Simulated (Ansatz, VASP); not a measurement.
## BP (BP (F-43m)): VASP beside Ansatz

Wanted: the spread between two codes on one cell, functional and k mesh. The cell is taken from a series of runs on this material, whose earlier steps may have relaxed, scaled, displaced or heated it; both programs get it as it stands.

Method: plane waves, with VASP 6.6.1 beside it; single point at r2SCAN, in Ansatz 0.2.0.

### Step 1. The starting structure

It takes space group F-43m (No. 216, cubic). Conventional cell: a = 4.468 Å, b = 4.468 Å, c = 4.468 Å, α = 90.00°, β = 90.00°, γ = 90.00°. Nearest to B lie 4 P at 1.93 Å. P has 4 B at 1.93 Å nearest. Farther neighbours are not listed.

### Step 2. VASP: single point, r2SCAN, pair 1

With cell and atoms fixed, the geometry can't cause a difference; cores, projectors, grids and the points listed under the comparison can.

Lines of VASP's logs that name or quote its potential files are left out, and so is its time.

The input, INCAR:

```
SYSTEM = BP
PREC = Accurate
ENCUT = 460
EDIFF = 1E-06
NELM = 120
ISMEAR = -1
SIGMA = 0.01
LREAL = .FALSE.
ALGO = Normal
METAGGA = R2SCAN
LASPH = .TRUE.
NBANDS = 10
LORBIT = 11
LWAVE = .FALSE.
LCHARG = .FALSE.
ISIF = 2
GGA_COMPAT = .FALSE.
EFERMI = MIDGAP
LMIXTAU = .TRUE.
KPAR = 8
```

The input, POSCAR:

```
BP
1.0
    0.0000000000      2.2341626274      2.2341626274
    2.2341626274      0.0000000000      2.2341626274
    2.2341626274      2.2341626274      0.0000000000
B P
1 1
Direct
    0.0000000000      0.0000000000      0.0000000000
    0.7500000000      0.7500000000      0.7500000000
```

The input, KPOINTS:

```
Automatic mesh
0
Gamma
11 11 11
0 0 0
```

PAW data sets: B and P (PBE family, release 64).

The run is started by

```console
> mpirun -np 8 vasp_std
```

Numbers of over 12 decimals in the logs are rounded to 6 here.

The log of the run:

```text
[banner, memory and clock lines left out]
running    8 mpi-ranks, on    1 nodes
 distrk:  each k-point on    1 cores,    8 groups
 distr:  one band on    1 cores,    1 groups

 POSCAR found type information on POSCAR B P
 POSCAR found :  2 types and       2 ions
|                                                                             |
|           W    W    AA    RRRRR   N    N  II  N    N   GGGG   !!!           |
|           W    W   A  A   R    R  NN   N  II  NN   N  G    G  !!!           |
|           W    W  A    A  R    R  N N  N  II  N N  N  G       !!!           |
|           W WW W  AAAAAA  RRRRR   N  N N  II  N  N N  G  GGG   !            |
|           WW  WW  A    A  R   R   N   NN  II  N   NN  G    G                |
|           W    W  A    A  R    R  N    N  II  N    N   GGGG   !!!           |
|                                                                             |
|     For optimal performance we recommend to set                             |
|       NCORE = 2 up to number-of-cores-per-socket                            |
|     NCORE specifies how many cores store one orbital (NPAR=cpu/NCORE).      |
|     This setting can greatly improve the performance of VASP for DFT.       |
|     The default, NCORE=1 might be grossly inefficient on modern             |
|     multi-core architectures or massively parallel machines. Do your        |
|     Unfortunately you need to use the default for GW and RPA                |
|     calculations (for HF NCORE is supported but not extensively tested      |
|     yet).                                                                   |
|                                                                             |

|                                                                             |
|               ----> ADVICE to this user running VASP <----                  |
|                                                                             |
|     You enforced a specific xc type in the INCAR file but a different       |
|     [... a line on the potential file left out ...]
|     I HOPE YOU KNOW WHAT YOU ARE DOING!                                     |
|                                                                             |

 LDA part: xc-table for (None), standard interpolation
 POSCAR, INCAR and KPOINTS ok, starting setup
 FFT: planning ... GRIDC
 FFT: planning ... GRID_SOFT
 FFT: planning ... GRID
 WAVECAR not read
 entering main loop
       N       E                     dE             d eps       ncg     rms          rms(c)
DAV:   1     0.328158722810E+01    0.32816E+01   -0.38523E+03  1120   0.678E+02
DAV:   2    -0.187269778274E+02   -0.22009E+02   -0.20897E+02  1600   0.112E+02
DAV:   3    -0.192205105053E+02   -0.49353E+00   -0.49245E+00  1354   0.157E+01
DAV:   4    -0.192222659587E+02   -0.17555E-02   -0.17553E-02  1390   0.109E+00
DAV:   5    -0.192222732780E+02   -0.73193E-05   -0.73192E-05  1332   0.655E-02    0.847E+00
DAV:   6    -0.172683907439E+02    0.19539E+01   -0.13074E+00  1350   0.689E+00    0.526E+00
DAV:   7    -0.171579558429E+02    0.11043E+00   -0.44299E-01  1184   0.399E+00    0.122E+00
DAV:   8    -0.171328365726E+02    0.25119E-01   -0.22999E-01  1132   0.382E+00    0.572E-01
DAV:   9    -0.172316239176E+02   -0.98787E-01   -0.12448E-02  1292   0.877E-01    0.384E-01
DAV:  10    -0.172378955517E+02   -0.62716E-02   -0.42077E-04  1318   0.165E-01    0.362E-01
DAV:  11    -0.172815111674E+02   -0.43616E-01   -0.73342E-03  1128   0.799E-01    0.123E-01
DAV:  12    -0.172867604153E+02   -0.52492E-02   -0.59527E-03  1292   0.661E-01    0.571E-02
DAV:  13    -0.172867877046E+02   -0.27289E-04   -0.15794E-04  1226   0.102E-01    0.446E-02
DAV:  14    -0.172867813520E+02    0.63526E-05   -0.54187E-06  1388   0.189E-02    0.591E-02
DAV:  15    -0.172869476556E+02   -0.16630E-03   -0.10938E-04  1152   0.876E-02    0.110E-02
DAV:  16    -0.172869617162E+02   -0.14061E-04   -0.46408E-06  1232   0.229E-02    0.271E-03
DAV:  17    -0.172869608563E+02    0.85989E-06   -0.12379E-07   608   0.363E-03
   1 F= -.17286961E+02 E0= -.17286961E+02  d E =0.000000E+00
```

From OUTCAR (step 2):

```text
ion  position               nearest neighbor table
   1  0.000  0.000  0.000-   2 1.93   2 1.93   2 1.93   2 1.93
   2  0.750  0.750  0.750-   1 1.93   1 1.93   1 1.93   1 1.93

  LATTYP: Found a face centered cubic cell.
 ALAT       =     4.4683252548

 Subroutine GETGRP returns: Found 24 space group operations
 (whereof 24 operations were pure point group operations)

The static configuration has the point symmetry T_d .

 Found     56 irreducible k-points:

   k-points           NKPTS =     56   k-points in BZ     NKDIM =     56   number of bands    NBANDS=     10

   dimension x,y,z NGX =    24 NGY =   24 NGZ =   24
   dimension x,y,z NGXF=    48 NGYF=   48 NGZF=   48

   ENCUT  =  460.0 eV  33.81 Ry    5.81 a.u.   5.53  5.53  5.53*2*pi/ulx,y,z

   NELECT =       8.0000    total number of electrons

 k-points in reciprocal lattice and weights: Automatic mesh
   0.00000000  0.00000000  0.00000000       0.001
   0.09090909  0.00000000  0.00000000       0.006
   0.18181818  0.00000000  0.00000000       0.006
   0.27272727  0.00000000  0.00000000       0.006
   0.36363636  0.00000000  0.00000000       0.006
   0.45454545  0.00000000  0.00000000       0.006
   0.09090909  0.09090909  0.00000000       0.005
   0.18181818  0.09090909  0.00000000       0.018
   0.27272727  0.09090909  0.00000000       0.018
[...]
-0.36363636  0.45454545  0.18181818       0.018
  -0.27272727  0.45454545  0.18181818       0.018

 average (electrostatic) potential at core
       1 -25.4067       2 -83.7872

 E-fermi :   8.6503

 k-point     1 :       0.0000    0.0000    0.0000
  band No.  band energies     occupation
      1      -8.7438      2.00000
      2       7.9511      2.00000
      3       7.9511      2.00000
      4       7.9511      2.00000
      5      11.6654      0.00000
      6      11.6654      0.00000
      7      11.6654      0.00000
      8      16.7165      0.00000
      9      20.7202      0.00000
    ...

 k-point     2 :       0.0909    0.0000    0.0000
  band No.  band energies     occupation
      1      -8.5812      2.00000
      2       6.7499      2.00000
      3       7.6765      2.00000
      4       7.6765      2.00000
      5      12.0479      0.00000
      6      12.0480      0.00000
      7      12.1450      0.00000
      8      17.1268      0.00000
      9      20.1170      0.00000
    ...

 k-point     3 :       0.1818    0.0000    0.0000
  band No.  band energies     occupation
      1      -8.0981      2.00000
      2       4.4876      2.00000
      3       7.1260      2.00000
      4       7.1260      2.00000
      5      12.5159      0.00000
      6      12.7773      0.00000
      7      12.7773      0.00000
      8      18.1061      0.00000
      9      19.4451      0.00000
    ...

  Total        1.0966257      1.0966257      1.0966257     -0.0000000     -0.0000000     -0.0000000
  in kB       78.7761328     78.7761328     78.7761328     -0.0000000     -0.0000000     -0.0000000
  external PRESSURE =      78.7761328 kB  Pullay stress =       0.0000000 kB

  energy-cutoff  :      460.00
  volume of cell :       22.30
      direct lattice vectors                 reciprocal lattice vectors
     0.000000000  2.234162627  2.234162627    -0.223797495  0.223797495  0.223797495
     2.234162627  0.000000000  2.234162627     0.223797495 -0.223797495  0.223797495
     2.234162627  2.234162627  0.000000000     0.223797495  0.223797495 -0.223797495

 POSITION                                       TOTAL-FORCE (eV/Angst)
 -----------------------------------------------------------------------------------
      0.00000      0.00000      0.00000        -0.000000     -0.000000     -0.000000
      3.35124      3.35124      3.35124         0.000000      0.000000      0.000000
 -----------------------------------------------------------------------------------
    total drift:                               -0.000000     -0.000000     -0.000000

  FREE ENERGIE OF THE ION-ELECTRON SYSTEM (eV)
  ---------------------------------------------------
  free  energy   TOTEN  =       -17.2869608563 eV

  energy  without entropy=      -17.2869608563  energy(sigma->0) =      -17.28696086

 total charge
# of ion       s       p       d       tot
------------------------------------------
    1        0.691   1.329   0.000   2.020
    2        0.987   1.617   0.000   2.604
--------------------------------------------------
tot          1.677   2.947   0.000   4.624

[... 3 further parts left out ...]
```

The gap is read on the k-mesh alone, so it is an upper bound where the band edges lie off the mesh. The PAW data sets were made with PBE, which is usual practice but a small mismatch for other functionals.

### Step 3. Ansatz: single point, r2SCAN, pair 1

Ansatz runs on its PAW soft_1 files.

The same cell, functional, mesh and smearing now go to Ansatz.

The input, input.yaml:

```yaml
crystal:
  lattice:
    - [0.0, 2.2341626274, 2.2341626274]
    - [2.2341626274, 0.0, 2.2341626274]
    - [2.2341626274, 2.2341626274, 0.0]
  atoms:
    - { symbol: B, position: [0.0, 0.0, 0.0] }
    - { symbol: P, position: [0.75, 0.75, 0.75] }
basis:
  ecutwfc: 500
  xc_grid: 2
hamiltonian:
  xc: r2scan
  pseudopotentials: { kind: paw, azcp: { folder: soft_1 } }
kpoints:
  mp_grid: { grid: [11, 11, 11] }
scf:
  occupations: { method: fermi_dirac, width: 0.01 }
  max_iter: 80
```

The run is started by

```console
> ansatz run input.yaml --threads 4 --pin off --max-ram 7536MiB --backend cpu --events-out ev --progress --plain --runs-dir out
```

The log of the run:

```text
Engine: ansatz 0.2.0, x86_64-unknown-linux-gnu
Pseudopotentials: kind: paw
Pseudopotential: B, paw, valence charge 3, recommended cutoff 500 eV (meta_gga), soft_1/B.paw.azcp
Pseudopotential: P, paw, valence charge 5, recommended cutoff 500 eV (meta_gga), soft_1/P.paw.azcp
Functional definition: r2SCAN
  parameter k0 = 0.174
  parameter k1 = 0.065
  parameter a1 = 4.9479
  exchange = r2scan_x(k0 = k0, k1 = k1, a1 = a1)
  correlation = r2scan_c
Crystal: 2 atoms, lattice volume = 22.304 Å³
Basis set: ecut = 500 eV, 537 PW (Γ), exchange–correlation on 48×48×48 points (8 copies of the dense FFT grid, shifted against one another)
Bands: 8, of which v1, the nominal top of the filled ones, is band 4 counted from 1 (3 counted from 0)
Symmetry: 24 space group operations
Space group: F-43m (ITA 216), of the structure as read, at distance tolerance 2.8e-5 Å
k-points: 56 of 1331 (time reversal used)
Non-local potential: B, projectors of the file, l = 0: 2, l = 1: 2, l = 2: 1
Non-local potential: P, projectors of the file, l = 0: 2, l = 1: 2, l = 2: 1
PAW form: soft (Blöchl's): semilocal exchange-correlation on the pseudo side does not see the compensation charge
PAW frozen core: B, regenerated for the run's functional (the file was generated under x = pbe(κ = 0.804, μ = 0.219515), c = pbe(β = 0.066725))
PAW frozen core: P, regenerated for the run's functional (the file was generated under x = pbe(κ = 0.804, μ = 0.219515), c = pbe(β = 0.066725))
PAW one-centre angular grid: B, 302 points (default); XC on 223 of its mesh's 2233 points in the sphere
PAW one-centre angular grid: P, 302 points (default); XC on 160 Gauss nodes
Initial density: superposition of atomic densities (chi_scale 0.1, normalization cell, long waves kept (reshape's long-wave potential 0.00 eV rms))
Initial wavefunctions: pseudopotential atomic-orbital guess
Functional: x = r2scan, c = r2scan; τ floored in thin density (d = 2e-4 eV/Å³)
SCF iter   1: F=—  HF=-917.113896 eV  |F-HF|=—  |Δ(HF+E_count)|=         —  Δρ=9.33e-2  dr2=2.08e0  dr2_τ=2.44e-1  ethr=3.10e-3  ⟨swp⟩=6.2  Hψ=4263  notcnv=0
preconditioner: auto → none  [insulator: Δε(μ)=1.929 eV  Ē_g=14.134 eV  σ=0.010 eV  W_gap=1.00  n_scr=0 (ndim 8)  ℏωp=22.2 eV  f_vac=0.000  D(μ)=0.00/eV (n_scr^D=0)  ε∞_Penn≈3.5]
SCF iter   2: F=—  HF=-916.655862 eV  |F-HF|=—  |Δ(HF+E_count)|=   4.58e-1  Δρ=3.23e-2  dr2=1.60e-1  dr2_τ=1.46e-2  ethr=3.10e-3  ⟨swp⟩=2.7  Hψ=1329  notcnv=0
SCF iter   3: F=—  HF=-916.660685 eV  |F-HF|=—  |Δ(HF+E_count)|=   4.82e-3  Δρ=1.12e-2  dr2=1.71e-2  dr2_τ=1.11e-3  ethr=2.01e-3  ⟨swp⟩=2.0  Hψ=672  notcnv=0
SCF iter   4: F=—  HF=-916.662267 eV  |F-HF|=—  |Δ(HF+E_count)|=   1.58e-3  Δρ=1.47e-3  dr2=2.61e-4  dr2_τ=1.41e-5  ethr=2.14e-4  ⟨swp⟩=3.1  Hψ=897  notcnv=0
SCF iter   5: F=—  HF=-916.662344 eV  |F-HF|=—  |Δ(HF+E_count)|=   7.77e-5  Δρ=1.03e-4  dr2=2.19e-6  dr2_τ=8.04e-8  ethr=3.27e-6  ⟨swp⟩=3.1  Hψ=902  notcnv=0
SCF iter   6: F=—  HF=-916.662345 eV  |F-HF|=—  |Δ(HF+E_count)|=   3.54e-7  Δρ=9.96e-6  dr2=7.19e-9  dr2_τ=5.06e-10  ethr=1.25e-9  ⟨swp⟩=3.1  Hψ=1124  notcnv=0
SCF iter   7: F=-916.662345 eV  HF=-916.662345 eV  |F-HF|=1.86e-10  |Δ(HF+E_count)|=   1.17e-8  Δρ=1.25e-6  dr2=3.96e-10  dr2_τ=1.51e-11  ethr=8.99e-11  ⟨swp⟩=1.0  Hψ=1344  notcnv=0
SCF 1 converged in 7 iterations: F = -916.662345 eV  dr2 = 3.96e-10
  greatest PAW one-centre occupation: 0.765 electrons in one spin orbital (limit 2), on the P atom at site 1 (counted from 0), in its partial waves of l = 0
SCF converged after 7 iterations
Free energy (F): -916.662345 eV
Harris-Foulkes:  -916.662345 eV  (|F-HF|=1.86e-10)
Internal energy: -916.662345 eV  (E = F + TS)
E sigma→0 (E₀):  -916.662345 eV
Fermi energy:    10.538437 eV
--- Per-component energies (eV) ---
  E_band       = 22.560469
  E_kinetic    = 123.143442
  E_local      = -57.296206  (includes V_loc(G=0)·N_el)
  E_nonlocal   = 39.045121
  E_hartree    = 16.593264
  E_xc         = -102.347207
  E_vxc        = -110.173296  (∫ρ·V_xc dr)
  E_paw        = -645.748277  (= ΣΔE_a)
  E_vpaw       = -10.335834  (= ΣTr[D̂ρ^β])
  E_aug_tail   = 0.000000  (compensation charges beyond the density's cutoff)
  E_vtau       = 4.990651  (kinetic-family band-sum trace: ∫τ·v_τ [+ j·A + Jᵃ·Aᵃ] dr)
  E_ewald      = -289.943197
  E_core_change = -0.109284  (= ΣΔE_core)
  E_smearing   = -0.000000  (= −TS)
  E_closure    = 0.000000  (closes the sum)
  Σ components = -916.662345   (vs F -916.662345, Δ=0.00e0)
```

### Step 4. Differences

Known differences besides the potentials themselves: VASP keeps PBE cores, Ansatz makes them for the functional; the cutoff is 500 eV in Ansatz and 460 eV in VASP. Total energies have different zeros and are not compared.

Compared:

| quantity | Ansatz | VASP | difference |
| --- | --- | --- | --- |
| gap on the k mesh (eV) | 1.365 | 1.399 | -0.034 |

A gap on the mesh is an upper bound, since the band edges may lie between its points.

(Part 1 of 2 ends here.)

[Lines on the potential files, build, host, timing and source positions are cut from VASP's logs without a mark.]

[Logs are printed without paths, hosts, clocks, repeated set-up lines and the standing remarks that a program may print on its own settings, such as how far it seeks lower states.]

[Hosts, paths, dates, database ids (printed as entryN), source tags and the programs' standing remarks are cut or masked in the printed files.]
